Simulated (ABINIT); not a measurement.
# CdO (Monteponite) (Fm-3m) in ABINIT: single point with PBE

Aim: the single point of CdO (Monteponite) with PBE.

All numbers are computed with ABINIT 10.8.3 (patched build); they aren't measurements. Logs are shortened: lines on timing, memory, paths and dates and some standing lists are left out, and cuts for length are marked. The log counts tension as positive stress, the text compression.

## (1) Starting point

It takes space group Fm-3m (No. 225, cubic). Conventional cell: a = 4.699 Å, b = 4.699 Å, c = 4.699 Å, α = 90.00°, β = 90.00°, γ = 90.00°. Cd (site symmetry m-3m) is surrounded by 6 O at 2.35 Å. O (site symmetry m-3m) is surrounded by 6 Cd at 2.35 Å.

## (2) Single point, PBE

The input, run.abi:

```
# Pseudopotentials
pp_dirpath "./"
pseudos "Cd.upf, O.upf"

# Structure
acell 6.2789831012 6.2789831012 6.2789831012
rprim
     0.0000000000     0.7071067812     0.7071067812
     0.7071067812     0.0000000000     0.7071067812
     0.7071067812     0.7071067812     0.0000000000
ntypat 2
znucl 48 8
natom 2
typat 1 2
xred
     0.0000000000     0.0000000000     0.0000000000
     0.5000000000     0.5000000000     0.5000000000

# Plane-wave basis
ecut 1251.723767 eV

# k points
kptopt 1
ngkpt 8 8 8
nshiftk 1
shiftk 0.0 0.0 0.0

# Exchange and correlation
ixc 11

# Bands and occupations
nband 17
occopt 3
tsmear 0.05 eV

# SCF cycle
nstep 100
tolvrs 1.0e-10

# Output
iomode 3
prtwf 0
prtden 0
prteig 0
prtebands 0
```

Potentials or basis: PseudoDojo NC SR PBE v0.4.1 standard.

The run is started by

```
> mpirun --bind-to none -np 4 abinit run.abi > log 2>&1
```

run.abo:

```text
.Version 10.8.3 of ABINIT
 Symmetries : space group Fm -3 m (#225); Bravais cF (face-center cubic)
================================================================================
 Values of the parameters that define the memory need of the present run
     intxc =       0    ionmov =       0      iscf =       7    lmnmax =       6
     lnmax =       6     mgfft =      40  mpssoang =       3    mqgrid =    3001
     natom =       2  nloc_mem =       1    nspden =       1   nspinor =       1
    nsppol =       1      nsym =      48    n1xccc =    2501    ntypat =       2
    occopt =       3   xclevel =       2
       mpw =        2646          nfft =       64000          nkpt =          29
================================================================================
================================================================================

--------------------------------------------------------------------------------
------------- Echo of variables that govern the present computation ------------
--------------------------------------------------------------------------------
 -outvars: echo values of preprocessed input variables --------
            acell      6.2789831012E+00  6.2789831012E+00  6.2789831012E+00 Bohr
              amu      1.12411000E+02  1.59994000E+01
             ecut      4.60000000E+01 Hartree
              ixc          11
         kptrlatt        8    0    0      0    8    0      0    0    8
          kptrlen      5.02318648E+01
            natom           2
            nband          17
            ngfft          40      40      40
             nkpt          29
            nstep         100
             nsym          48
           ntypat           2
           occopt           3
           prtden           0
        prtebands           0
           prteig           0
            prtwf           0
            rprim      0.0000000000E+00  7.0710678120E-01  7.0710678120E-01
                       7.0710678120E-01  0.0000000000E+00  7.0710678120E-01
                       7.0710678120E-01  7.0710678120E-01  0.0000000000E+00
          spgroup         225
           tolvrs      1.00000000E-10
           tsmear      1.83746611E-03 Hartree
            typat      1  2
           xangst      0.0000000000E+00  0.0000000000E+00  0.0000000000E+00
                       2.3494999985E+00  2.3494999985E+00  2.3494999985E+00
            xcart      0.0000000000E+00  0.0000000000E+00  0.0000000000E+00
                       4.4399115299E+00  4.4399115299E+00  4.4399115299E+00
             xred      0.0000000000E+00  0.0000000000E+00  0.0000000000E+00
                       5.0000000000E-01  5.0000000000E-01  5.0000000000E-01
            znucl       48.00000    8.00000

================================================================================

 chkinp: Checking input parameters for consistency.

================================================================================
== DATASET  1 ==================================================================

--- !DatasetInfo
iteration_state: {dtset: 1, }
dimensions: {natom: 2, nkpt: 29, mband: 17, nsppol: 1, nspinor: 1, nspden: 1, mpw: 2646, }
cutoff_energies: {ecut:  46.0, pawecutdg:  -1.0, }
electrons: {nelect:   2.60000000E+01, charge:   0.00000000E+00, occopt:   3.00000000E+00, tsmear:   1.83746611E-03, }
meta: {optdriver: 0, ionmov: 0, optcell: 0, iscf: 7, paral_kgb: 0, }
...

 Exchange-correlation functional for the present dataset will be:
  GGA: Perdew-Burke-Ernzerhof functional - ixc=11
  J.P.Perdew, K.Burke, M.Ernzerhof, PRL 77, 3865 (1996)

 Real(R)+Recip(G) space primitive vectors, cartesian coordinates (Bohr,Bohr^-1):
 R(1)=  0.0000000  4.4399115  4.4399115  G(1)= -0.1126149  0.1126149  0.1126149
 R(2)=  4.4399115  0.0000000  4.4399115  G(2)=  0.1126149 -0.1126149  0.1126149
 R(3)=  4.4399115  4.4399115  0.0000000  G(3)=  0.1126149  0.1126149 -0.1126149
 Unit cell volume ucvol=  1.7504630E+02 bohr^3
 Angles (23,13,12)=  6.00000000E+01  6.00000000E+01  6.00000000E+01 degrees

 getcut: wavevector=  0.0000  0.0000  0.0000  ngfft=  40  40  40
         ecut(hartree)=     46.000   => boxcut(ratio)=   2.08654

--- Pseudopotential description ------------------------------------------------
- pspini: atom type   1  psp file is ./Cd.upf
12 -101130 2 -1 1368                          pspcod,pspxc,lmax,lloc,mmax
     nproj     2     2     2

- pspini: atom type   2  psp file is ./O.upf
12 -101130 2 -1 936                           pspcod,pspxc,lmax,lloc,mmax
     nproj     2     2     1

   7.63359783E+02                                ecore*ucvol(ha*bohr**3)
--------------------------------------------------------------------------------

================================================================================

--- !BeginCycle
iteration_state: {dtset: 1, }
solver: {iscf: 7, nstep: 100, nline: 4, wfoptalg: 0, }
tolerances: {tolvrs: 1.00E-10, }
...

     iter   Etot(hartree)      deltaE(h)  residm     vres2
 ETOT  1  -191.06964143769    -1.911E+02 2.696E+00 1.503E+03
 ETOT  2  -191.39481012786    -3.252E-01 1.751E-01 3.053E+03
 ETOT  3  -191.85723206880    -4.624E-01 1.234E-02 3.616E+01
 ETOT  4  -191.86082209631    -3.590E-03 6.104E-03 2.392E+01
 ETOT  5  -191.86411536935    -3.293E-03 1.397E-03 2.827E+00
 ETOT  6  -191.86466348112    -5.481E-04 9.897E-04 5.443E-01
 ETOT  7  -191.86475370448    -9.022E-05 3.843E-04 1.398E-01
 ETOT  8  -191.86478507371    -3.137E-05 3.134E-04 6.535E-05
 ETOT  9  -191.86478508811    -1.440E-08 1.944E-04 6.210E-06
 ETOT 10  -191.86478508927    -1.156E-09 1.204E-04 1.096E-06
 ETOT 11  -191.86478508951    -2.393E-10 1.305E-04 5.233E-09
 ETOT 12  -191.86478508951    -6.821E-13 4.421E-05 2.600E-11

 At SCF step   12       vres2   =  2.60E-11 < tolvrs=  1.00E-10 =>converged.

 Cartesian components of stress tensor (hartree/bohr^3)
  sigma(1 1)= -1.72091679E-04  sigma(3 2)=  0.00000000E+00
  sigma(2 2)= -1.72091679E-04  sigma(3 1)=  0.00000000E+00
  sigma(3 3)= -1.72091679E-04  sigma(2 1)=  0.00000000E+00

--- !ResultsGS
iteration_state: {dtset: 1, }
comment   : Summary of ground state results
lattice_vectors:
- [  0.0000000,   4.4399115,   4.4399115, ]
- [  4.4399115,   0.0000000,   4.4399115, ]
- [  4.4399115,   4.4399115,   0.0000000, ]
lattice_lengths: [   6.27898,    6.27898,    6.27898, ]
lattice_angles: [ 60.000,  60.000,  60.000, ] # degrees, (23, 13, 12)
lattice_volume:   1.7504630E+02
convergence: {deltae: -6.821E-13, res2:  2.600E-11, residm:  4.421E-05, diffor: null, }
etotal    :  -1.91864785E+02
entropy   :   0.00000000E+00
fermie    :   3.08221386E-01
cartesian_stress_tensor: # hartree/bohr^3
- [ -1.72091679E-04,   0.00000000E+00,   0.00000000E+00, ]
- [  0.00000000E+00,  -1.72091679E-04,   0.00000000E+00, ]
- [  0.00000000E+00,   0.00000000E+00,  -1.72091679E-04, ]
pressure_GPa:   5.0631E+00
xred      :
- [  0.0000E+00,   0.0000E+00,   0.0000E+00, Cd]
- [  5.0000E-01,   5.0000E-01,   5.0000E-01,  O]
cartesian_forces: # hartree/bohr
- [ -0.00000000E+00,  -0.00000000E+00,  -0.00000000E+00, ]
- [ -0.00000000E+00,  -0.00000000E+00,  -0.00000000E+00, ]
force_length_stats: {min:   0.00000000E+00, max:   0.00000000E+00, mean:   0.00000000E+00, }
...

 Integrated electronic density in atomic spheres:
 ------------------------------------------------
 Atom  Sphere_radius  Integrated_density
    1        2.00000         17.16505696
    2        2.00000          6.07964397
================================================================================

 ----iterations are completed or convergence reached----

 Mean square residual over all n,k,spin=   12.598E-08; max=  44.213E-06
 reduced coordinates (array xred) for    2 atoms
       0.000000000000      0.000000000000      0.000000000000
       0.500000000000      0.500000000000      0.500000000000
 rms dE/dt=  0.0000E+00; max dE/dt=  0.0000E+00; dE/dt below (all hartree)
    1       0.000000000000      0.000000000000      0.000000000000
    2       0.000000000000      0.000000000000      0.000000000000

 cartesian coordinates (angstrom) at end:
    1      0.00000000000000     0.00000000000000     0.00000000000000
    2      2.34949999845395     2.34949999845395     2.34949999845395

 cartesian forces (hartree/bohr) at end:
    1     -0.00000000000000    -0.00000000000000    -0.00000000000000
    2     -0.00000000000000    -0.00000000000000    -0.00000000000000
 frms,max,avg= 0.0000000E+00 0.0000000E+00   0.000E+00  0.000E+00  0.000E+00 h/b

 cartesian forces (eV/Angstrom) at end:
    1     -0.00000000000000    -0.00000000000000    -0.00000000000000
    2     -0.00000000000000    -0.00000000000000    -0.00000000000000
 frms,max,avg= 0.0000000E+00 0.0000000E+00   0.000E+00  0.000E+00  0.000E+00 e/A
 length scales=  6.278983101200  6.278983101200  6.278983101200 bohr
              =  3.322694762546  3.322694762546  3.322694762546 angstroms
 Fermi (or HOMO) energy (hartree) =   0.30822   Average Vxc (hartree)=  -0.44222
 Eigenvalues (hartree) for nkpt=  29  k points:
 kpt#   1, nband= 17, wtk=  0.00195, kpt=  0.0000  0.0000  0.0000 (reduced coord)
  -3.38903   -1.95876   -1.95876   -1.95876   -0.33334    0.05690    0.05690    0.05690
   0.06811    0.06811    0.25329    0.25329    0.25329    0.28868    0.84128    0.92962
   0.92962
      occupation numbers for kpt#   1
   2.00000    2.00000    2.00000    2.00000    2.00000    2.00000    2.00000    2.00000
   2.00000    2.00000    2.00000    2.00000    2.00000    1.99995    0.00000    0.00000
   0.00000
 prteigrs : prtvol=0 or 1, do not print more k-points.

--- !EnergyTerms
iteration_state     : {dtset: 1, }
comment             : Components of total free energy in Hartree
kinetic             :  7.26857899379830E+01
hartree             :  4.91190638787811E+01
xc                  : -2.84443077385513E+01
Ewald energy        : -1.27284954973448E+02
psp_core            :  4.36090203575312E+00
local_psp           : -1.64016400696333E+02
non_local_psp       :  1.71515668896079E+00
internal            : -1.91864750866855E+02
'-kT*entropy'       : -3.42226533476313E-05
total_energy        : -1.91864785089508E+02
total_energy_eV     : -5.22090677407274E+03
band_energy         : -1.71920054252196E+01
...

 Cartesian components of stress tensor (hartree/bohr^3)
  sigma(1 1)= -1.72091679E-04  sigma(3 2)=  0.00000000E+00
  sigma(2 2)= -1.72091679E-04  sigma(3 1)=  0.00000000E+00
  sigma(3 3)= -1.72091679E-04  sigma(2 1)=  0.00000000E+00

-Cartesian components of stress tensor (GPa)         [Pressure=  5.0631E+00 GPa]
- sigma(1 1)= -5.06311199E+00  sigma(3 2)=  0.00000000E+00
- sigma(2 2)= -5.06311199E+00  sigma(3 1)=  0.00000000E+00
- sigma(3 3)= -5.06311199E+00  sigma(2 1)=  0.00000000E+00

== END DATASET(S) ==============================================================
================================================================================

 -outvars: echo values of variables after computation  --------
            acell      6.2789831012E+00  6.2789831012E+00  6.2789831012E+00 Bohr
           etotal     -1.9186478509E+02
            fcart     -0.0000000000E+00 -0.0000000000E+00 -0.0000000000E+00
                      -0.0000000000E+00 -0.0000000000E+00 -0.0000000000E+00
            rprim      0.0000000000E+00  7.0710678120E-01  7.0710678120E-01
                       7.0710678120E-01  0.0000000000E+00  7.0710678120E-01
                       7.0710678120E-01  7.0710678120E-01  0.0000000000E+00
           strten     -1.7209167874E-04 -1.7209167874E-04 -1.7209167874E-04
                       0.0000000000E+00  0.0000000000E+00  0.0000000000E+00
           xangst      0.0000000000E+00  0.0000000000E+00  0.0000000000E+00
                       2.3494999985E+00  2.3494999985E+00  2.3494999985E+00
             xred      0.0000000000E+00  0.0000000000E+00  0.0000000000E+00
                       5.0000000000E-01  5.0000000000E-01  5.0000000000E-01
 Calculation completed.
```

It took 13 s on 4 MPI ranks of Arm Neoverse V2, shared host; peak memory 0.28 GiB.

Results:

```yaml
Free_energy: -5220.9068 eV
Band_gap_on_the_k_mesh: none (metal or under the smearing width)
Valence_electrons_inside_the_program's_atomic_spheres: Cd 17.17; O 6.08
```

Levels at points of the mesh, in eV from the Fermi level:
| k point | band 10 | band 11 | band 12 | band 13 | band 14 | band 15 | band 16 | band 17 |
| --- | --- | --- | --- | --- | --- | --- | --- | --- |
| (0.00, 0.00, 0.00) | -6.53 | -1.49 | -1.49 | -1.49 | -0.53 | 14.51 | 16.91 | 16.91 |
| (0.50, 0.00, 0.00) | -6.29 | -3.94 | -0.14 | -0.14 | 4.32 | 7.18 | 11.78 | 11.78 |
| (0.50, 0.50, 0.00) | -5.84 | -4.45 | -2.45 | -2.45 | 3.79 | 8.38 | 11.11 | 13.18 |

Caveat: the cutoff is too short for stress, so the log's stress isn't used; this crystal is a semiconductor, whose small gap the functional closes, so the metal is an error of the method.

## (3) For comparison

An earlier run on the cell as given: functional PBEsol; potentials or basis PseudoDojo NC SR PBEsol v0.4.1 standard; cutoff 1388 eV; k mesh 10 × 10 × 10; occupations fermi-dirac, width 0.05 eV; no spin polarisation.

* Pressure: -0.8 GPa
* Band gap on the k mesh: none (metal or under the smearing width)
* Valence electrons inside the program's atomic spheres: Cd 17.17; O 6.05
